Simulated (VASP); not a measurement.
HfO2, 12 atoms in the cell. The structure is monoclinic, space group P2_1/c (No. 14). The conventional cell has a = 5.076 Å, b = 5.154 Å, c = 5.245 Å, α = 90.00°, β = 99.64°, γ = 90.00°. Hf (site symmetry 1) is surrounded by 7 O at 2.03 to 2.22 Å. Around O (site symmetry 1) lie 4 Hf at 2.13 to 2.22 Å. O (site symmetry 1) has 3 Hf at 2.03 to 2.12 Å as nearest neighbours. The cell is a database's computed one.

- Program: VASP 6.6.1
- Task: Born charges and dielectric tensor
- Functional: LDA
- Potentials or basis: VASP PAW LDA potentials, release 64 (Hf_pv, O)
- Cutoff: 600 eV
- k mesh: 4 × 4 × 4
- Occupations: gaussian, width 0.02 eV
- Spin: no spin polarisation
- Further INCAR settings: ALGO = Fast; EDIFF = 1e-08; IBRION = 8; NSW = 1

Potentials or basis: VASP PAW LDA potentials, release 64 (Hf_pv, O).

Launch:

```sh
$ cat potpaw_LDA.64/Hf_pv/POTCAR potpaw_LDA.64/O/POTCAR > POTCAR
$ mpirun -np 1 vasp_std > vasp.out
```

Hardware: 1 thread of Intel(R) Xeon(R) 6975P-C (Granite Rapids), on a shared host.

Q: Estimate the wall time of this run.

A: Run time: 120 min on 1 thread of Intel(R) Xeon(R) 6975P-C (Granite Rapids), on a shared host, peak memory 0.92 GiB. Counts: scf iterations 386, k points 30.
